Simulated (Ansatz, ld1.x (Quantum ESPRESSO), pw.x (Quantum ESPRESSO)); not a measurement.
# pw.x on bcc Mg: one setting changed

Potential: norm-conserving Troullier–Martins (Kleinman–Bylander form), ld1.x (Quantum ESPRESSO) 7.5, PBE; core [Ne], reference 3s1.5 3p0.5; waves: 3s (bound): rc 2.65 bohr; 3p (bound): rc 3.20 bohr; 3d channel at 0.3 Ry: rc 3.05 bohr; local part: all-electron potential smoothed inside 1.54 bohr (lloc = -1); core correction: a·sin(br)/r model core inside 1.65 bohr.

The reference run (k-mesh 13³, cutoffs 50/200 Ry, Fermi–Dirac 0.01 Ry, mixing_beta 0.4, conv_thr 1e-9, no spin) gives -0.25 GPa at 22.870 Å³/atom, where all-electron LAPW gives 0.19 GPa. This run, with its own iteration cap, changes nspin = 2 with starting_magnetization to 0.5.

```
&control
  calculation='scf', prefix='x', pseudo_dir='./', outdir='./tmp', tstress=.true., disk_io='none'
/
&system
  ibrav=0, nat=1, ntyp=1, ecutwfc=50, ecutrho=200, nbnd=8,
  occupations='smearing', smearing='fd', degauss=0.01, nspin=2, starting_magnetization(1)=0.5
/
&electrons
  conv_thr=1e-09, mixing_beta=0.4, electron_maxstep=50
/
ATOMIC_SPECIES
Mg 1.0 Mg.UPF
CELL_PARAMETERS angstrom
  -1.78814222 1.78814222 1.78814222
  1.78814222 -1.78814222 1.78814222
  1.78814222 1.78814222 -1.78814222
ATOMIC_POSITIONS crystal
Mg 0.0000 0.0000 0.0000
K_POINTS automatic
13 13 13 0 0 0
```

```bash
pw.x < Mg.scf.in > Mg.scf.out
```

Problem. How does the run end?

Solution. It converges in 7 iterations; the free energy moves by +0.0 meV/atom and the pressure by +0.00 GPa. The result is that of the reference run.

```
Message from routine setup:
     using ibrav=0 with symmetry is DISCOURAGED, use correct ibrav instead
     lattice parameter (alat)  =       5.8528  a.u.
     unit-cell volume          =     154.3344 (a.u.)^3
     number of electrons       =         2.00
     number of Kohn-Sham states=            8
     kinetic-energy cutoff     =      50.0000  Ry
     charge density cutoff     =     200.0000  Ry
     scf convergence threshold =      1.0E-09
     Exchange-correlation= PBE
     atomic species   magnetization
     number of k points=    84  Fermi-Dirac smearing, width (Ry)=  0.0100
     iteration #  1     ecut=    50.00 Ry     beta= 0.40
     total energy              =      -2.40714103 Ry
     estimated scf accuracy    <       0.00419164 Ry
     total magnetization       =     0.30 Bohr mag/cell
     absolute magnetization    =     0.30 Bohr mag/cell
     iteration #  2     ecut=    50.00 Ry     beta= 0.40
     total energy              =      -2.41410729 Ry
     estimated scf accuracy    <       0.00169624 Ry
     total magnetization       =     0.21 Bohr mag/cell
     absolute magnetization    =     0.21 Bohr mag/cell
     iteration #  3     ecut=    50.00 Ry     beta= 0.40
     total energy              =      -2.41650313 Ry
     estimated scf accuracy    <       0.00004179 Ry
     total magnetization       =     0.06 Bohr mag/cell
     absolute magnetization    =     0.06 Bohr mag/cell
     iteration #  4     ecut=    50.00 Ry     beta= 0.40
     total energy              =      -2.41665624 Ry
     estimated scf accuracy    <       0.00001471 Ry
     total magnetization       =     0.03 Bohr mag/cell
     absolute magnetization    =     0.03 Bohr mag/cell
     iteration #  5     ecut=    50.00 Ry     beta= 0.40
     total energy              =      -2.41670669 Ry
     estimated scf accuracy    <       0.00000011 Ry
     total magnetization       =     0.00 Bohr mag/cell
     absolute magnetization    =     0.00 Bohr mag/cell
     iteration #  6     ecut=    50.00 Ry     beta= 0.40
     total energy              =      -2.41670952 Ry
     estimated scf accuracy    <       0.00000003 Ry
     total magnetization       =    -0.00 Bohr mag/cell
     absolute magnetization    =     0.00 Bohr mag/cell
     iteration #  7     ecut=    50.00 Ry     beta= 0.40
     the Fermi energy is     3.6642 ev
!    total energy              =      -2.41670976 Ry
     estimated scf accuracy    <          7.6E-10 Ry
     smearing contrib. (-TS)   =      -0.00215265 Ry
     The total energy is F=E-TS. E is the sum of the following terms:
     one-electron contribution =       1.29136379 Ry
     hartree contribution      =       0.00387973 Ry
     xc contribution           =      -1.55583390 Ry
     ewald contribution        =      -2.15396673 Ry
     total magnetization       =    -0.00 Bohr mag/cell
     absolute magnetization    =     0.00 Bohr mag/cell
     convergence has been achieved in   7 iterations
          total   stress  (Ry/bohr**3)                   (kbar)     P=       -2.52
     Message from routine punch:
     Nothing written, as per user request (disk_io='none')
```

The run took about 16 s on one core of a shared host (Neoverse-V1, 32 threads, 247 GiB, load 17).
